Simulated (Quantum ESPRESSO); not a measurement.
Nb:

```
CELL_PARAMETERS angstrom
-1.66395 1.66395 1.66395
1.66395 -1.66395 1.66395
1.66395 1.66395 -1.66395
ATOMIC_POSITIONS crystal
Nb 0.00000 0.00000 0.00000
```

Base run:

* Program: Quantum ESPRESSO 7.5
* Functional: LDA
* Potentials or basis: SG15 PBE 1.2
* Cutoff: 952 eV
* Density cutoff: 3810 eV
* k mesh: 11 × 11 × 11
* Occupations: fermi-dirac, width 0.05 eV
* Spin: no spin polarisation

Its results: band gap on the k mesh none (metal or under the smearing width); pressure -10.9 GPa.

Problem. After a change of settings the same cell gave: band gap on the k mesh none (metal or under the smearing width); pressure -7.6 GPa. Which change was it?
A. functional from LDA to PBEsol
B. functional from LDA to PBE
C. functional from LDA to PBE; potentials or basis from SG15 PBE 1.2 to PseudoDojo 0.4.1 SR PBE standard; cutoff from 952 eV to 1116 eV; density cutoff from 3810 eV to 4463 eV
D. functional from LDA to PW91

Solution. A.

PBEsol binds less tightly than LDA, so the same cell stands under more pressure.

Caveats: the potentials were made for another functional, which shifts forces and pressure.

Not every run made on this cell is shown here.
